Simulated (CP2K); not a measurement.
The system is Ta.

```xyz
1
Lattice="2.8601 0.0000 0.0000 -0.9534 2.6965 0.0000 -0.9534 -1.3483 2.3353" Properties=species:S:1:pos:R:3 pbc="T T T"
Ta    0.0000    0.0000    0.0000
```

Program: CP2K 2026.2. Alike in all runs: task band structure; no spin polarisation; cell as given; k mesh 11 × 11 × 11.

Q: Order these runs on this cell by their pressure, lowest first.
A. level LDA; potentials or basis GTH_POTENTIALS Ta GTH-PADE-q13; TZVP-MOLOPT-PBE-GTH basis; smearing fermi-dirac 0.0259 eV; EPS_DEFAULT 1.0E-9; NGRIDS 5; basis sets Ta TZVP-MOLOPT-PBE-GTH-q13; potentials Ta GTH-PADE-q13 of GTH_POTENTIALS; points a segment of the path (NPOINTS) 10
B. level r2SCAN; potentials or basis POTENTIAL_UZH Ta GTH-SCAN-q13; TZVP-MOLOPT-SCAN-GTH basis; smearing fermi-dirac 0.05 eV; EPS_DEFAULT 1.0E-10; NGRIDS 5; basis sets Ta TZVP-MOLOPT-SCAN-GTH-q13; potentials Ta GTH-SCAN-q13 of POTENTIAL_UZH; points a segment of the path (NPOINTS) 6
C. level PBE; potentials or basis POTENTIAL_UZH Ta GTH-PBE-q13; TZVP-MOLOPT-PBE-GTH basis; smearing fermi-dirac 0.0259 eV; EPS_DEFAULT 1.0E-9; NGRIDS 4; basis sets Ta TZVP-MOLOPT-PBE-GTH-q13; potentials Ta GTH-PBE-q13 of POTENTIAL_UZH; points a segment of the path (NPOINTS) 8

A: A (-13.3 GPa), B (-4.7 GPa), C (1.2 GPa).

Caveats: the basis of atomic orbitals isn't converged, which shifts pressures, moduli and gaps.
